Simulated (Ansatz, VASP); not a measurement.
# Cross-check of Sn4Pd between VASP and Ansatz

One calculation is typed for both programs; each brings its own data sets. How far apart do they land? The cell is taken from a series of runs on this material, whose earlier steps may have relaxed, scaled, displaced or heated it; both programs get it as it stands.

Method: plane waves, with VASP 6.6.1 beside it; relaxation of cell and atoms at PBEsol, in Ansatz 0.2.0.

### 1. Starting point

The structure is orthorhombic, space group Ccce (No. 68). Conventional cell: a = 6.442 Å, b = 11.445 Å, c = 6.389 Å, α = 90.00°, β = 90.00°, γ = 90.00°. Nearest to Sn lie 2 Pd at 2.78 to 2.80 Å and 2 Sn at 3.01 to 3.07 Å. Nearest to Pd lie 8 Sn at 2.78 to 2.80 Å. Farther neighbours are not listed.

### 2. VASP: relaxation of cell and atoms, PBEsol

The relaxed volume is the usual yardstick between codes: in a stiff, nearly cubic crystal its relative difference is about their pressure difference at one cell divided by the bulk modulus.

Lines of VASP's logs that name or quote its potential files are left out, and so is its time.

INCAR

```
SYSTEM = Sn4Pd
PREC = Accurate
ENCUT = 500
EDIFF = 1E-07
NELM = 120
ISMEAR = 0
SIGMA = 0.1
LREAL = .FALSE.
ALGO = Normal
GGA = PS
NBANDS = 81
LASPH = .TRUE.
LORBIT = 11
LWAVE = .FALSE.
LCHARG = .FALSE.
ISIF = 3
IBRION = 2
NSW = 80
EDIFFG = -0.005
GGA_COMPAT = .FALSE.
NELMIN = 4
KPAR = 2
```

POSCAR

```
Sn4Pd
1.0
    3.2208500000     -5.7226000000      0.0000000000
    3.2208500000      5.7226000000      0.0000000000
    0.0000000000      0.0000000000      6.3886000000
Sn Pd
8 2
Direct
    0.9579199209      0.7045399887      0.8301000219
    0.0420800791      0.2954600113      0.8301000219
    0.7045399887      0.9579199209      0.1698999781
    0.2954600113      0.0420800791      0.1698999781
    0.5420800791      0.7954600113      0.6698999781
    0.4579199209      0.2045399887      0.6698999781
    0.7954600113      0.5420800791      0.3301000219
    0.2045399887      0.4579199209      0.3301000219
    0.5000000000      0.5000000000      0.0000000000
    0.0000000000      0.0000000000      0.5000000000
```

KPOINTS

```
Automatic mesh
0
Gamma
6 6 6
0 0 0
```

The projector-augmented-wave data sets are Sn_d and Pd (PBE family, release 64).

Started as:

```sh
$ mpirun -np 2 vasp_std
```

Numbers of over 12 decimals in the logs are rounded to 6 here.

The log of the run:

```text
[banner, memory and clock lines left out]
running    2 mpi-ranks, on    1 nodes
 distrk:  each k-point on    1 cores,    2 groups
 distr:  one band on    1 cores,    1 groups

 POSCAR found type information on POSCAR SnPd
 POSCAR found :  2 types and      10 ions
|                                                                             |
|               ----> ADVICE to this user running VASP <----                  |
|                                                                             |
|     You enforced a specific xc type in the INCAR file but a different       |
|     [... a line on the potential file left out ...]
|     I HOPE YOU KNOW WHAT YOU ARE DOING!                                     |
|                                                                             |

 LDA part: xc-table for (Slater+PW92), standard interpolation
 POSCAR, INCAR and KPOINTS ok, starting setup
 FFT: planning ... GRIDC
 FFT: planning ... GRID_SOFT
 FFT: planning ... GRID
 WAVECAR not read
 entering main loop
       N       E                     dE             d eps       ncg     rms          rms(c)
DAV:   1     0.171833835759E+04    0.17183E+04   -0.58402E+04  9193   0.255E+03
DAV:   2     0.280726885836E+03   -0.14376E+04   -0.13962E+04  8424   0.767E+02
DAV:   3    -0.243200526956E+02   -0.30505E+03   -0.29357E+03  8752   0.253E+02
DAV:   4    -0.488255019676E+02   -0.24505E+02   -0.23902E+02  9748   0.755E+01
DAV:   5    -0.496197346981E+02   -0.79423E+00   -0.79108E+00  9448   0.142E+01    0.102E+01
DAV:   6    -0.490554127809E+02    0.56432E+00   -0.29858E+00  9320   0.867E+00    0.466E+00
DAV:   7    -0.488440695308E+02    0.21134E+00   -0.78656E-01  9360   0.557E+00    0.314E+00
DAV:   8    -0.487698073134E+02    0.74262E-01   -0.26908E-01  9166   0.248E+00    0.487E-01
DAV:   9    -0.487667401358E+02    0.30672E-02   -0.36530E-02 10903   0.115E+00    0.296E-01
DAV:  10    -0.487660984214E+02    0.64171E-03   -0.63024E-03 11311   0.421E-01    0.607E-02
DAV:  11    -0.487660626977E+02    0.35724E-04   -0.42641E-04  9343   0.112E-01    0.368E-02
DAV:  12    -0.487660622858E+02    0.41196E-06   -0.54635E-05  9975   0.356E-02    0.725E-03
DAV:  13    -0.487660616575E+02    0.62826E-06   -0.69389E-06  9783   0.144E-02    0.355E-03
DAV:  14    -0.487660608738E+02    0.78367E-06   -0.57591E-07  7861   0.314E-03    0.129E-03
DAV:  15    -0.487660607151E+02    0.15870E-06   -0.71769E-08  5260   0.175E-03    0.411E-04
DAV:  16    -0.487660606110E+02    0.10409E-06   -0.33534E-08  5068   0.122E-03    0.173E-04
DAV:  17    -0.487660606528E+02   -0.41720E-07   -0.13421E-08  4996   0.849E-04
   1 F= -.48766061E+02 E0= -.48757086E+02  d E =-.487661E+02
[... from here on, the cycles between the ionic steps are left out ...]
   2 F= -.48767379E+02 E0= -.48758554E+02  d E =-.131822E-02
   4 F= -.48768222E+02 E0= -.48759504E+02  d E =-.837953E-03
   5 F= -.48768331E+02 E0= -.48759654E+02  d E =-.947127E-03
   6 F= -.48768334E+02 E0= -.48759661E+02  d E =-.949654E-03
   7 F= -.48768425E+02 E0= -.48759788E+02  d E =-.907375E-04
   8 F= -.48768452E+02 E0= -.48759849E+02  d E =-.118118E-03
   9 F= -.48768500E+02 E0= -.48759922E+02  d E =-.479449E-04
  10 F= -.48768554E+02 E0= -.48760056E+02  d E =-.102577E-03
  11 F= -.48768533E+02 E0= -.48760044E+02  d E =0.210463E-04
 trial-energy change:    0.000021  1 .order    0.000027   -0.000062    0.000115
 step:   0.7996(harm=  0.7091)  dis= 0.00030  next Energy=   -48.768567 (dE=-0.125E-04)
 bond charge predicted
       N       E                     dE             d eps       ncg     rms          rms(c)
DAV:   1    -0.487691336744E+02   -0.60023E-03   -0.27132E-02 12818   0.975E-01    0.147E-01
DAV:   2    -0.487687043246E+02    0.42935E-03   -0.17388E-03  9495   0.300E-01    0.755E-02
DAV:   3    -0.487685954098E+02    0.10891E-03   -0.29524E-04  9573   0.126E-01    0.347E-02
DAV:   4    -0.487685648214E+02    0.30588E-04   -0.11432E-04 10695   0.729E-02    0.771E-03
DAV:   5    -0.487685660402E+02   -0.12188E-05   -0.11356E-05  9169   0.233E-02    0.480E-03
DAV:   6    -0.487685669530E+02   -0.91275E-06   -0.12575E-06  7151   0.561E-03    0.183E-03
DAV:   7    -0.487685670354E+02   -0.82429E-07   -0.14019E-07  4724   0.246E-03
  12 F= -.48768567E+02 E0= -.48760072E+02  d E =-.125738E-04
 curvature:  -0.71 expect dE=-0.144E-05 dE for cont linesearch -0.610E-07
 trial: gam=-0.00639 g(F)=  0.365E-06 g(S)=  0.168E-05 ort = 0.229E-05 (trialstep = 0.178E+01)
 search vector abs. value=  0.202E-05
 reached required accuracy - stopping structural energy minimisation
```

From OUTCAR (step 2):

```text
ion  position               nearest neighbor table
   1  0.958  0.705  0.830-  10 2.78   9 2.80   2 3.01   4 3.07   5 3.25   7 3.36   7 3.36   6 3.38
                             6 3.38   3 3.62   2 3.62   5 3.71
   2  0.042  0.295  0.830-  10 2.78   9 2.80   1 3.01   3 3.07   6 3.25   8 3.36   8 3.36   5 3.38
                             5 3.38   4 3.62   1 3.62   6 3.71
   3  0.705  0.958  0.170-  10 2.78   9 2.80   4 3.01   2 3.07   7 3.25   5 3.36   5 3.36   8 3.38
                             8 3.38   1 3.62   4 3.62   7 3.71
   4  0.295  0.042  0.170-  10 2.78   9 2.80   3 3.01   1 3.07   8 3.25   6 3.36   6 3.36   7 3.38
                             7 3.38   2 3.62   3 3.62   8 3.71
   5  0.542  0.795  0.670-   9 2.78  10 2.80   6 3.01   8 3.07   1 3.25   3 3.36   3 3.36   2 3.38
                             2 3.38   7 3.62   6 3.62   1 3.71
   6  0.458  0.205  0.670-   9 2.78  10 2.80   5 3.01   7 3.07   2 3.25   4 3.36   4 3.36   1 3.38
                             1 3.38   8 3.62   5 3.62   2 3.71
   7  0.795  0.542  0.330-   9 2.78  10 2.80   8 3.01   6 3.07   3 3.25   1 3.36   1 3.36   4 3.38
                             4 3.38   5 3.62   8 3.62   3 3.71
   8  0.205  0.458  0.330-   9 2.78  10 2.80   7 3.01   5 3.07   4 3.25   2 3.36   2 3.36   3 3.38
                             3 3.38   6 3.62   7 3.62   4 3.71
   9  0.500  0.500  0.000-   5 2.78   6 2.78   7 2.78   8 2.78   1 2.80   2 2.80   3 2.80   4 2.80

  LATTYP: Found a base centered orthorhombic cell.
 ALAT       =     6.4417000000
 B/A-ratio  =     1.7767359548
 C/A-ratio  =     0.9917568344

 Subroutine GETGRP returns: Found  8 space group operations
 (whereof  4 operations were pure point group operations)

The static configuration has the point symmetry D_2 .
 The point group associated with its full space group is D_2h.

 Found     52 irreducible k-points:

   k-points           NKPTS =     52   k-points in BZ     NKDIM =     52   number of bands    NBANDS=     81

   dimension x,y,z NGX =    48 NGY =   48 NGZ =   48
   dimension x,y,z NGXF=    96 NGYF=   96 NGZF=   96

   ENCUT  =  500.0 eV  36.75 Ry    6.06 a.u.  11.97 11.97 11.65*2*pi/ulx,y,z

   NELECT =     132.0000    total number of electrons

 k-points in reciprocal lattice and weights: Automatic mesh
   0.00000000  0.00000000  0.00000000       0.005
   0.16666667  0.00000000  0.00000000       0.019
   0.33333333  0.00000000  0.00000000       0.019
   0.50000000  0.00000000  0.00000000       0.009
   0.16666667  0.16666667  0.00000000       0.009
   0.33333333  0.16666667  0.00000000       0.019
   0.50000000  0.16666667  0.00000000       0.019
  -0.33333333  0.16666667  0.00000000       0.019
  -0.16666667  0.16666667  0.00000000       0.009
[...]
-0.33333333  0.33333333  0.50000000       0.009
   0.50000000  0.50000000  0.50000000       0.005

 average (electrostatic) potential at core
       1 -98.0146       2 -98.0146       3 -98.0146       4 -98.0146       5 -98.0146
       6 -98.0146       7 -98.0146       8 -98.0146       9 -72.3770      10 -72.3770

 E-fermi :   8.7314

 k-point     1 :       0.0000    0.0000    0.0000
  band No.  band energies     occupation
    ...
     64       6.7515      2.00000
     65       7.8871      2.00000
     66       8.2941      2.00000
     67       8.4162      1.99999
     68       8.4816      1.99959
     69       8.8286      0.16904
     70       9.0340      0.00002
     71       9.7172      0.00000
     72      12.1147      0.00000
     73      12.5968      0.00000
    ...

 k-point     2 :       0.1667    0.0000    0.0000
  band No.  band energies     occupation
    ...
     63       6.6184      2.00000
     64       7.1403      2.00000
     65       7.6008      2.00000
     66       8.2891      2.00000
     67       8.5867      1.95919
     68       8.9592      0.00127
     69       9.1295      0.00000
     70       9.8830      0.00000
     71      10.3329      0.00000
     72      11.0936      0.00000
    ...

 k-point     3 :       0.3333    0.0000    0.0000
  band No.  band energies     occupation
    ...
     63       6.8152      2.00000
     64       7.0146      2.00000
     65       8.0065      2.00000
     66       8.6967      1.37569
     67       8.7164      1.16737
     68       9.2347      0.00000
     69       9.9416      0.00000
     70      10.5296      0.00000
     71      10.7871      0.00000
     72      11.1237      0.00000
    ...

  Total       -0.0157919      0.0026648      0.0095857      0.0000000      0.0000000      0.0000000
  in kB       -0.1074416      0.0181301      0.0652172      0.0000000      0.0000000      0.0000000
  external PRESSURE =      -0.0080314 kB  Pullay stress =       0.0000000 kB

  energy-cutoff  :      500.00
  volume of cell :      235.49
      direct lattice vectors                 reciprocal lattice vectors
     3.221670655 -5.713383149  0.000000000     0.155198980 -0.087513823  0.000000000
     3.221670655  5.713383149  0.000000000     0.155198980  0.087513823  0.000000000
     0.000000000  0.000000000  6.396872441     0.000000000  0.000000000  0.156326394

 POSITION                                       TOTAL-FORCE (eV/Angst)
 -----------------------------------------------------------------------------------
      5.35958     -1.43852      5.31188        -0.000308      0.000189      0.000904
      1.08376      1.43852      5.31188         0.000308     -0.000189      0.000904
      5.35958      1.43852      1.08499        -0.000308     -0.000189     -0.000904
      1.08376     -1.43852      1.08499         0.000308      0.000189     -0.000904
      4.30543      1.43852      4.28343         0.000308     -0.000189     -0.000904
      2.13791     -1.43852      4.28343        -0.000308      0.000189     -0.000904
      4.30543     -1.43852      2.11345         0.000308      0.000189      0.000904
      2.13791      1.43852      2.11345        -0.000308     -0.000189      0.000904
      3.22167      0.00000      0.00000         0.000000      0.000000      0.000000
      0.00000     -0.00000      3.19844         0.000000      0.000000      0.000000
 -----------------------------------------------------------------------------------
    total drift:                                0.000000     -0.000000     -0.000000

  FREE ENERGIE OF THE ION-ELECTRON SYSTEM (eV)
  ---------------------------------------------------
  free  energy   TOTEN  =       -48.7685670354 eV

  energy  without entropy=      -48.7515764622  energy(sigma->0) =      -48.76007175

 reached required accuracy - stopping structural energy minimisation

 total charge
# of ion       s       p       d       tot
------------------------------------------
    1        1.228   1.007   9.996  12.231
    2        1.228   1.007   9.996  12.231
    3        1.228   1.007   9.996  12.231
    4        1.228   1.007   9.996  12.231
    5        1.228   1.007   9.996  12.231
    6        1.228   1.007   9.996  12.231
    7        1.228   1.007   9.996  12.231
    8        1.228   1.007   9.996  12.231
    9        0.485   0.546   8.562   9.593
   10        0.485   0.546   8.562   9.593
--------------------------------------------------
tot         10.797   9.149  97.090 117.036

[... 3 further parts left out ...]
```

CONTCAR:

```
Sn4Pd
   1.00000000000000
     3.2216706549781247   -5.7133831486680249    0.0000000000000000
     3.2216706549781247    5.7133831486680249    0.0000000000000000
     0.0000000000000000    0.0000000000000000    6.3968724413332927
  Sn              Pd
     8     2
Direct
     0.9576919523189906    0.7059112017682977    0.8303872515959695
     0.0423080476810093    0.2940887982317021    0.8303872515959695
     0.7059112017682977    0.9576919523189906    0.1696127484040306
     0.2940887982317021    0.0423080476810093    0.1696127484040306
     0.5423080476810094    0.7940887982317023    0.6696127484040305
     0.4576919523189907    0.2059112017682979    0.6696127484040305
     0.7940887982317023    0.5423080476810094    0.3303872515959693
     0.2059112017682979    0.4576919523189907    0.3303872515959693
     0.5000000000000000    0.5000000000000000    0.0000000000000000
     0.0000000000000000    0.0000000000000000    0.5000000000000000
```

The run keeps the 8 symmetry operations of its start, so it cannot find a distortion of lower symmetry.

[end of part 1 of 2]

[Lines on the potential files, build, host, timing and source positions are cut from VASP's logs without a mark.]

[Logs are printed without paths, hosts, clocks, repeated set-up lines and the standing remarks that a program may print on its own settings, such as how far it seeks lower states.]

[Hosts, paths, dates, database ids (printed as entryN), source tags and the programs' standing remarks are cut or masked in the printed files.]
